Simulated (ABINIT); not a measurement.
Ga, 2 atoms in the cell. The structure is hexagonal, space group P6/mmm (No. 191). Conventional cell: a = 4.449 Å, b = 4.449 Å, c = 2.765 Å, α = 90.00°, β = 90.00°, γ = 120.00°. Around Ga (site symmetry -6m2) lie 5 Ga at 2.57 to 2.77 Å. The cell was built by a generator and needn't be a form met in nature.

| Quantity | Value |
| --- | --- |
| Program | ABINIT 10.8.3 (patched build) |
| Task | single point |
| Functional | revPBE |
| Potentials or basis | JTH PAW PBE v2.0 |
| Cutoff | 544 eV |
| k mesh | 7 × 7 × 10 |
| Occupations | fermi-dirac, width 0.05 eV |
| Spin | no spin polarisation |
| Fine-grid cutoff | 1088.46 eV |

Potentials or basis: JTH PAW PBE v2.0.

The run is started by

```bash
$ abinit run.abi > log 2>&1
```

Hardware: 1 thread of Arm Neoverse V2, on a shared host.

**Question.** How long does it take, and how much memory?

**Answer.** Wall time 60 s on 1 thread of Arm Neoverse V2, on a shared host, peak memory 0.16 GiB. Counts: scf iterations 10, mpi ranks 1, k points 96, bands 17, plane waves 1390.
